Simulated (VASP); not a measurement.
Crystal: ZnO (zincite).

```
CELL_PARAMETERS angstrom
3.24931 0.00000 0.00000
-1.62465 2.81398 0.00000
0.00000 0.00000 5.20571
ATOMIC_POSITIONS crystal
Zn 0.33333 0.66667 0.50000
Zn 0.66667 0.33333 0.00000
O 0.66667 0.33333 0.37901
O 0.33333 0.66667 0.87901
```

Program: VASP 6.6.1. Alike in all runs: task single point; no spin polarisation; cell as given; cutoff (eV) 520; smearing fermi-dirac 0.02 eV. Hardware: 4 MPI ranks on AMD EPYC 7R13 Processor (Zen 3) (shared host).

Problem. Order these runs on this cell by their wall time, lowest first.
A. level LDA; potentials or basis VASP PAW LDA potentials, release 64 (Zn, O); k mesh 8 × 8 × 5
B. level r2SCAN; potentials or basis VASP PAW PBE potentials, release 64 (Zn, O); k mesh 8 × 8 × 5
C. level HSE06; potentials or basis VASP PAW PBE potentials, release 64 (Zn, O); k mesh 6 × 6 × 4; grid for exact exchange (PRECFOCK) Fast; screening parameter 0.2 1/A

Solution. A (8.9 s), B (58 s), C (930 s).

Runs at the PBE level aren't shown here.
